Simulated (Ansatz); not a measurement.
# Nb(100) / 1 layer Pb(100) / Nb(100): resistance against film thickness

How does the resistance across the layers grow with the film in Nb(100) / 1 layer Pb(100) / Nb(100)?

Method: Ansatz plane-wave DFT, PBEsol, PAW files; ballistic transport by layer matching (Landauer), zero bias; PAW set soft_1, in the first sound run; inputs show where later runs differ, in Ansatz 0.2.0.

Report form: the programs' logs are mostly left out.

### Step 1. The structure

The cell holds 12 atoms: 11 Nb and 1 Pb. Its edges and angles: a = 3.306 Å, b = 3.306 Å, c = 20.960 Å, α = 90.0°, β = 90.0°, γ = 90.0°. It derives from Nb and Pb. Regions: lead, 11 atoms (11 Nb); films, 1 atom (1 Pb). The structure is stacked along c, and the current runs across the ab planes.

### Step 2. With 1 layer

The film is laid into the lead at the lead's in-plane lattice, and the cell closes on the lead's own image. The mesh across the current, 22×22, is finer than the density's, because channels open and close sharply across the zone. Energies from -1 to 1 eV in steps of 0.036 eV cover the slope of the Fermi function at 300 K, so the program can form a conductance.

input.yaml

```yaml
crystal:
  lattice:
    - [3.3063, 0.0, 0.0]
    - [0.0, 3.3063, 0.0]
    - [0.0, 0.0, 20.9597691943]
  atoms:
    - { symbol: Nb, position: [0.0, 0.0, 0.0394362644] }
    - { symbol: Nb, position: [0.5, 0.5, 0.1183087932] }
    - { symbol: Nb, position: [0.0, 0.0, 0.1971813221] }
    - { symbol: Nb, position: [0.5, 0.5, 0.2760538509] }
    - { symbol: Nb, position: [0.0, 0.0, 0.3549263797] }
    - { symbol: Pb, position: [0.5, 0.5, 0.4605637356] }
    - { symbol: Nb, position: [0.0, 0.0, 0.5662010914] }
    - { symbol: Nb, position: [0.5, 0.5, 0.6450736203] }
    - { symbol: Nb, position: [0.0, 0.0, 0.7239461491] }
    - { symbol: Nb, position: [0.5, 0.5, 0.8028186779] }
    - { symbol: Nb, position: [0.0, 0.0, 0.8816912068] }
    - { symbol: Nb, position: [0.5, 0.5, 0.9605637356] }
kpoints:
  mp_grid: { grid: [11, 11, 2] }
hamiltonian:
  xc: pbesol
  pseudopotentials: { kind: paw, azcp: { folder: soft_1 }, xc_functional: pbe }
scf:
  occupations: { method: fermi_dirac, width: 0.1 }
output:
  transmission: { leads: [[0, 1]], kmesh: [22, 22], e_range: [-1.0, 1.0], de: 0.036 }
  write_potential: true
  write_density: true
  volumetric_format: npy
  elf: true
```

On the command line:

```
$ ansatz run input.yaml --threads 4 --pin off --max-ram 8192MiB --backend cpu --events-out ev --progress --plain --runs-dir out
```

Wall time 3.1 min (4 threads of Intel Xeon Platinum 8375C at 2.90GHz (Ice Lake), shared host); peak memory 1.2 GiB.

Numbers from this step:

* free energy: -61206.4409 eV
* energy at zero smearing: -61206.1828 eV
* Fermi energy: 16.84 eV
* cell area: 10.93 Å²
* step of the lead's potential: 11.9 meV
* ballistic conductance of the lead: 1.92e15 S/m²
* estimated errors of the lead's conductance: 0, 3.6, 1.6 % (band edges, k-mesh, distance from neutral)
* lead conductance per cell: 2.706 G₀
* conductance of the junction: 4.00e14 S/m²
* junction conductance per cell: 0.5641 G₀
* estimated errors of the junction's conductance: 0, 0.8, 8.5, 6.1, 1 % (energy step, band edges, k-mesh, leads' steps, distance from neutral)
* area resistance that the stack adds (contact term taken off, spin by spin): 1.980 fΩ m²

Per spin. Transmission, zone mean against energy, zero at the Fermi level:

```
energy (eV)  transmission, zone mean
     -1.000                    0.342
     -0.964                    0.327
     -0.892                    0.327
     -0.856                    0.337
     -0.784                    0.405
     -0.748                    0.389
     -0.676                    0.418
     -0.640                    0.423
     -0.568                    0.477
     -0.532                    0.527
     -0.460                    0.558
     -0.424                    0.597
     -0.352                    0.634
     -0.316                    0.643
     -0.280                    0.677
     -0.244                    0.649
     -0.208                    0.635
     -0.136                    0.607
     -0.100                    0.590
     -0.028                    0.567
      0.008                    0.553
      0.080                    0.559
      0.116                    0.580
      0.188                    0.543
      0.224                    0.493
      0.296                    0.403
      0.332                    0.362
      0.404                    0.361
      0.440                    0.406
      0.476                    0.421
      0.512                    0.415
      0.548                    0.399
      0.620                    0.373
      0.656                    0.373
      0.728                    0.320
      0.764                    0.327
      0.836                    0.348
      0.872                    0.360
      0.908                    0.366
      0.944                    0.346
      0.980                    0.340
```

Per spin. Open channels, zone mean, lead against energy, zero at the Fermi level:

```
energy (eV)  open channels, zone mean, lead
     -1.000                            1.82
     -0.928                            1.84
     -0.856                            1.91
     -0.784                            1.92
     -0.712                            1.84
     -0.676                            1.90
     -0.604                            1.95
     -0.532                            2.10
     -0.460                            2.35
     -0.388                            2.69
     -0.316                            3.20
     -0.244                            3.29
     -0.172                            3.22
     -0.100                            2.95
     -0.028                            2.74
      0.008                            2.69
      0.080                            2.52
      0.152                            2.32
      0.224                            2.11
      0.296                            1.94
      0.368                            1.68
      0.440                            1.65
      0.512                             1.5
      0.584                            1.46
      0.656                            1.39
      0.692                            1.41
      0.764                            1.38
      0.836                            1.33
      0.908                            1.33
      0.980                            1.30
```

Transmission over k1 and k2. At 0.0080 eV from the Fermi level.

Ten even steps from '_' (0.00) to '@' (1.41):
```
@@@@%%##++--..**++::::::::::++**..--++##%%@@
%%%%##++::::..##%%----------%%##..::::++##%%
%%##++--..__..==@@++--::--++@@==..__..--++##
##++::..______::**@@--..--@@**::______..::++
__--::____________==++::++==____________::--
__......__________--**--**--__________......
****##==::____....**++::++**....____::==##**
==++%%@@**____..::**==::==**::..____**@@%%++
::::--++@@==--******++++++******--==@@++--::
::::------++**++==++______++==++**++------::
::::--::..::--::::++______++::::--::..::--::
::::------++**++==++______++==++**++------::
::::--++@@==--******++++++******--==@@++--::
==++%%@@**____..::**==::==**::..____**@@%%++
****##==::____....**++::++**....____::==##**
__......__________--**--**--__________......
__--::____________==++::++==____________::--
##++::..______::**@@--..--@@**::______..::++
%%##++--..__..==@@++--::--++@@==..__..--++##
%%%%##++::::..##%%----------%%##..::::++##%%
@@@@%%##++--..**++::::::::::++**..--++##%%@@
@@@@%%%%##____**==::::::::::==**____##%%%%@@
```
Columns: k1 (b1) from -0.5 to 0.455; rows upwards: k2 (b2) from -0.5 to 0.455.

Open channels over k1 and k2. At 0.0080 eV from the Fermi level.

Ten even steps from '_' (1.00) to '@' (5.00):
```
::::::::::++::::++##########++::::++::::::::
::::::::::++::++++##########++++::++::::::::
::::::::____++++++##@@@@@@##++++++____::::::
##::::____::__++++##@@@@@@##++++__::____::::
::++++__::________##@@@@@@##________::__++++
::::::++________::::++++++::::________++::::
::::++++++____::::::++++++::::::____++++++::
##++++++++__::::::++++++++++::::::__++++++++
############::::++++++++++++++::::##########
######@@@@@@++++++++______++++++++@@@@@@####
######@@@@@@++++++++______++++++++@@@@@@####
######@@@@@@++++++++______++++++++@@@@@@####
############::::++++++++++++++::::##########
##++++++++__::::::++++++++++::::::__++++++++
::::++++++____::::::++++++::::::____++++++::
::::::++________::::++++++::::________++::::
::++++__::________##@@@@@@##________::__++++
##::::____::__++++##@@@@@@##++++__::____::::
::::::::____++++++##@@@@@@##++++++____::::::
::::::::::++::++++##########++++::++::::::::
::::::::::++::::++##########++::::++::::::::
::::::::##::::::##############::::::##::::::
```
Columns: k1 (b1) from -0.5 to 0.455; rows upwards: k2 (b2) from -0.5 to 0.455.

ELF in the ca plane at fractional y = 0.500, with atoms of Nb and Pb within 0.2 Å of it. It is the smooth field of the valence electrons, not physical close to the nuclei.

Values, 5 rows by 16 columns, each cell a mean:
```
0.42 0.33 0.26 0.41 0.37 0.23 0.44 0.32 0.33 0.32 0.31 0.38 0.38 0.24 0.40 0.39
0.36 0.43 0.57 0.34 0.35 0.62 0.32 0.33 0.36 0.26 0.35 0.31 0.41 0.59 0.34 0.33
0.27 0.50 0.54 0.29 0.37 0.52 0.34 0.29 0.31 0.07 0.35 0.24 0.47 0.53 0.30 0.35
0.41 0.36 0.46 0.37 0.33 0.49 0.32 0.34 0.36 0.33 0.35 0.35 0.35 0.47 0.36 0.33
0.40 0.38 0.31 0.41 0.40 0.28 0.50 0.31 0.30 0.29 0.29 0.37 0.45 0.29 0.41 0.42
```
Columns run along c (16.0 Å, from fractional 0.03 to 0.79 of the cell), rows up along a (3.3 Å). Atoms in or near the plane, at fractional coordinates: Nb at (0.12, 0.50), Nb at (0.28, 0.50), Pb at (0.46, 0.50), Nb at (0.65, 0.50).

Electrostatic potential energy in the ca plane at fractional y = 0.500, with atoms of Nb and Pb within 0.2 Å of it. With pseudopotentials it is smooth inside the atoms' cores, unlike the true potential.

Ten even steps from '0' (-50 eV) to '9' (19 eV), each cell a mean:
```
99999999999999999999999999999999999999999999
99998778999998778999999987789999999878999999
99985335899985335899999743358999996324799997
99962002699973002699998534437999984001589985
99962001699962001699998534437999983000489984
99974113799974113799999633348999985212699986
99997557999997557899999865579999998656899998
99999999999999989999999998899999999989999999
99999999999999999999999999999999999999999999
```
Columns run along c (16.0 Å, from fractional 0.03 to 0.79 of the cell; values clipped at the 3rd and 97th percentile), rows up along a (3.3 Å). Atoms in or near the plane, at fractional coordinates: Nb at (0.12, 0.50), Nb at (0.28, 0.50), Pb at (0.46, 0.50), Nb at (0.65, 0.50).

Valence density in the ca plane at fractional y = 0.500, with atoms of Nb and Pb within 0.2 Å of it. It is the smooth field of the valence electrons, not physical close to the nuclei.

Ten even steps from '0' (0.1 e/Å³) to '9' (7.1 e/Å³), each cell a mean:
```
00000000000000000000000000000000000000000000
00000000000000000000000000000000000000000000
00001331000001332000000023310000001332000000
00014664100003664100000158730000002665200002
00014664100004665100000169830000003666200002
00002553000002553000000136520000001454100001
00000110000000110000000011100000000111000000
00000000000000000000000000000000000000000000
00000000000000000000000000000000000000000000
```
Columns run along c (16.0 Å, from fractional 0.03 to 0.79 of the cell), rows up along a (3.3 Å). Atoms in or near the plane, at fractional coordinates: Nb at (0.12, 0.50), Nb at (0.28, 0.50), Pb at (0.46, 0.50), Nb at (0.65, 0.50).

The lead's potential steps by 12 meV from period to period, small in itself. The program estimates the junction's conductance to 8.5 % from the k-mesh, 1 % from the leads' distance from neutral and 6.1 % from their steps.

By hand: 1/G − 1/G_lead = 1/0.3998 − 1/1.918 = 1.98 fΩ m² with G in 10¹⁵ S/m².

### Step 3. With 3 layers, k-mesh 11×11×1, film layers 3

The stack now holds 3 film layers; the k-mesh follows the cell, and the energies span -0.27 to 0.27 eV.

System of this step: Nb(100) / 3 layers Pb(100) / Nb(100). The cell holds 14 atoms: 11 Nb and 3 Pb. Cell: a = 3.306 Å, b = 3.306 Å, c = 26.510 Å, α = 90.0°, β = 90.0°, γ = 90.0°. It derives from Nb and Pb. Regions: lead, 11 atoms (11 Nb); films, 3 atoms (3 Pb). The structure is stacked along c, and the current runs across the ab planes.

input.yaml

```yaml
crystal:
  lattice:
    - [3.3063, 0.0, 0.0]
    - [0.0, 3.3063, 0.0]
    - [0.0, 0.0, 26.5100075828]
  atoms:
    - { symbol: Nb, position: [0.0, 0.0, 0.0311797346] }
    - { symbol: Nb, position: [0.5, 0.5, 0.0935392037] }
    - { symbol: Nb, position: [0.0, 0.0, 0.1558986729] }
    - { symbol: Nb, position: [0.5, 0.5, 0.218258142] }
    - { symbol: Nb, position: [0.0, 0.0, 0.2806176112] }
    - { symbol: Pb, position: [0.5, 0.5, 0.364138319] }
    - { symbol: Pb, position: [0.0, 0.0, 0.4688202654] }
    - { symbol: Pb, position: [0.5, 0.5, 0.5735022119] }
    - { symbol: Nb, position: [0.0, 0.0, 0.6570229197] }
    - { symbol: Nb, position: [0.5, 0.5, 0.7193823888] }
    - { symbol: Nb, position: [0.0, 0.0, 0.781741858] }
    - { symbol: Nb, position: [0.5, 0.5, 0.8441013271] }
    - { symbol: Nb, position: [0.0, 0.0, 0.9064607963] }
    - { symbol: Nb, position: [0.5, 0.5, 0.9688202654] }
kpoints:
  mp_grid: { grid: [11, 11, 1] }
hamiltonian:
  xc: pbesol
  pseudopotentials: { kind: paw, azcp: { folder: soft_1 }, xc_functional: pbe }
scf:
  occupations: { method: fermi_dirac, width: 0.1 }
output:
  transmission:
    leads: [[0, 1]]
    kmesh: [22, 22]
    e_range: [-0.27, 0.27]
    de: 0.036
  write_potential: true
  write_density: true
  volumetric_format: npy
```

Wall time 1.8 min (4 threads); peak memory 1.2 GiB; 6.1 min of CPU time.

This step gave:

| Quantity | Value |
| --- | --- |
| free energy | -84720.6301 eV |
| energy at zero smearing | -84720.3396 eV |
| Fermi energy | 15.57 eV |
| step of the lead's potential | 9.5 meV |
| estimated errors of the lead's conductance | 0, 3.6, 1.4 % (band edges, k-mesh, distance from neutral) |
| lead conductance per cell | 2.711 G₀ |
| conductance of the junction | 4.44e14 S/m² |
| junction conductance per cell | 0.6266 G₀ |
| estimated errors of the junction's conductance | 0.4, 0.8, 10.6, 8.5, 0.1 % (energy step, band edges, k-mesh, leads' steps, distance from neutral) |
| area resistance that the stack adds (contact term taken off, spin by spin) | 1.731 fΩ m² |

Per spin. Table of transmission, zone mean by energy, zero at the Fermi level:

```
energy (eV)  transmission, zone mean
     -0.270                    0.571
     -0.234                    0.584
     -0.198                    0.583
     -0.162                    0.593
     -0.126                    0.597
     -0.090                    0.614
     -0.054                    0.603
     -0.018                    0.640
      0.018                    0.657
      0.054                    0.602
      0.090                    0.535
      0.126                    0.482
      0.162                    0.431
      0.198                    0.369
      0.234                    0.351
      0.270                    0.355
```

The conductance of the junction is 4.4e14 S/m², 11 % over the 4.0e14 S/m² of the last finished run, no more than the error estimates, leads' steps apart, of 8.5 and 11 % together.

### Step 4. With 5 layers, k-mesh 11×11×1, film layers 5

The stack now holds 5 film layers; the k-mesh follows the cell, and the energies span -0.27 to 0.27 eV.

System of this step: Nb(100) / 5 layers Pb(100) / Nb(100). The cell holds 16 atoms: 11 Nb and 5 Pb. Its edges and angles: a = 3.306 Å, b = 3.306 Å, c = 32.060 Å, α = 90.0°, β = 90.0°, γ = 90.0°. It derives from Nb and Pb. Regions: lead, 11 atoms (11 Nb); films, 5 atoms (5 Pb). The structure is stacked along c, and the current runs across the ab planes.

input.yaml, the sections that differ from step 3:

```yaml
crystal:
  lattice:
    - [3.3063, 0.0, 0.0]
    - [0.0, 3.3063, 0.0]
    - [0.0, 0.0, 32.0602459713]
  atoms:
    - { symbol: Nb, position: [0.0, 0.0, 0.0257819295] }
    - { symbol: Nb, position: [0.5, 0.5, 0.0773457884] }
    - { symbol: Nb, position: [0.0, 0.0, 0.1289096473] }
    - { symbol: Nb, position: [0.5, 0.5, 0.1804735062] }
    - { symbol: Nb, position: [0.0, 0.0, 0.2320373651] }
    - { symbol: Pb, position: [0.5, 0.5, 0.3010990498] }
    - { symbol: Pb, position: [0.0, 0.0, 0.3876585602] }
    - { symbol: Pb, position: [0.5, 0.5, 0.4742180705] }
    - { symbol: Pb, position: [0.0, 0.0, 0.5607775809] }
    - { symbol: Pb, position: [0.5, 0.5, 0.6473370913] }
    - { symbol: Nb, position: [0.0, 0.0, 0.716398776] }
    - { symbol: Nb, position: [0.5, 0.5, 0.7679626349] }
    - { symbol: Nb, position: [0.0, 0.0, 0.8195264938] }
    - { symbol: Nb, position: [0.5, 0.5, 0.8710903527] }
    - { symbol: Nb, position: [0.0, 0.0, 0.9226542116] }
    - { symbol: Nb, position: [0.5, 0.5, 0.9742180705] }
# kpoints, hamiltonian, scf, output: as in step 3
```

Elapsed: 2 min, on 4 threads; peak memory 1.5 GiB; 6.9 min of CPU time.

This step gave:

```
free energy                                                                : -108234.9330 eV
energy at zero smearing                                                    : -108234.6311 eV
Fermi energy                                                               : 14.77 eV
step of the lead's potential                                               : 9.7 meV
estimated errors of the lead's conductance                                 : 0, 3.6, 1.6 % (band edges, k-mesh, distance from neutral)
lead conductance per cell                                                  : 2.706 G₀
conductance of the junction                                                : 4.39e14 S/m²
junction conductance per cell                                              : 0.6197 G₀
estimated errors of the junction's conductance                             : 0.5, 0.1, 8.9, 137.3, 1.5 % (energy step, band edges, k-mesh, leads' steps, distance from neutral)
area resistance that the stack adds (contact term taken off, spin by spin) : 1.755 fΩ m²
```

Per spin. Table of transmission, zone mean by energy, zero at the Fermi level:

```
energy (eV)  transmission, zone mean
     -0.270                    0.555
     -0.234                    0.598
     -0.198                    0.633
     -0.162                    0.631
     -0.126                    0.657
     -0.090                    0.651
     -0.054                    0.637
     -0.018                    0.646
      0.018                    0.621
      0.054                    0.572
      0.090                    0.541
      0.126                    0.501
      0.162                    0.476
      0.198                    0.447
      0.234                    0.415
      0.270                    0.383
```

The conductance of the junction is 4.4e14 S/m², 1.1 % under the 4.4e14 S/m² of the last finished run, within the error estimates, leads' steps apart, of 11 and 8.9 %. The estimate from the leads' steps, 137 %, is larger still.

(Part 1 of 2 ends here.)

[Logs are printed without paths, hosts, clocks, repeated set-up lines and the standing remarks that a program may print on its own settings, such as how far it seeks lower states.]

[Hosts, paths, dates, database ids (printed as entryN), source tags and the programs' standing remarks are cut or masked in the printed files.]
